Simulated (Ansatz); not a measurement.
# BaZrO3: the cost of one run

Program: Ansatz 0.2.0. Level of theory: DFT PBEsol, scalar-relativistic, plane waves, PAW. These are calculated values, not measurements.

## Step 1: The starting structure

It takes space group Pm-3m (No. 221, cubic). The conventional cell has a = 4.191 Å, b = 4.191 Å, c = 4.191 Å, α = 90.00°, β = 90.00°, γ = 90.00°. Ba (site symmetry m-3m) has 12 O at 2.96 Å as nearest neighbours. Zr (site symmetry m-3m) has 6 O at 2.10 Å as nearest neighbours. Around O (site symmetry 4/mmm) lie 2 Zr at 2.10 Å and 4 Ba at 2.96 Å.

Coordinates:

```
Ba Zr O
1.0
     4.19134    0.00000    0.00000
     0.00000    4.19134    0.00000
     0.00000    0.00000    4.19134
Ba Zr O
1 1 3
Direct
  0.00000 0.00000 0.00000
  0.50000 0.50000 0.50000
  0.00000 0.50000 0.50000
  0.50000 0.00000 0.50000
  0.50000 0.50000 0.00000
```

Source of the structure: the Crystallography Open Database.

(A quick probe on a coarse mesh, which set the mesh and smearing, is not shown.)

## Step 3: The relaxation

input.yaml reads:

```yaml
crystal:
  lattice:
    - [4.19134, 0.0, 0.0]
    - [0.0, 4.19134, 0.0]
    - [0.0, 0.0, 4.19134]
  atoms:
    - { symbol: Ba, position: [0.0, 0.0, 0.0] }
    - { symbol: Zr, position: [0.5, 0.5, 0.5] }
    - { symbol: O, position: [0.0, 0.5, 0.5] }
    - { symbol: O, position: [0.5, 0.0, 0.5] }
    - { symbol: O, position: [0.5, 0.5, 0.0] }
basis:
  ecutwfc: 420
kpoints:
  mp_grid: { grid: [6, 6, 6] }
hamiltonian:
  xc: pbesol
scf:
  occupations: { method: gaussian, width: 0.02 }
output:
  forces: true
  stress: true
  eigenvalues: true
  write_density: true
  write_potential: true
  elf: true
  volumetric_format: npy
relax:
  adjacent_minimum: "off"
  f_tol: 0.005
  max_steps: 80
  cell: { stress_tol: 0.05 }
```

Command:

```
$ ansatz run input.yaml --threads 2 --pin off --max-ram 7168MiB --backend cpu --events-out ev --progress --plain --runs-dir out
```

What time and memory should one allow on 2 threads of AMD EPYC 9R45 (Zen 5), shared host?

About 3.1 s, with a peak of 0.46 GiB.
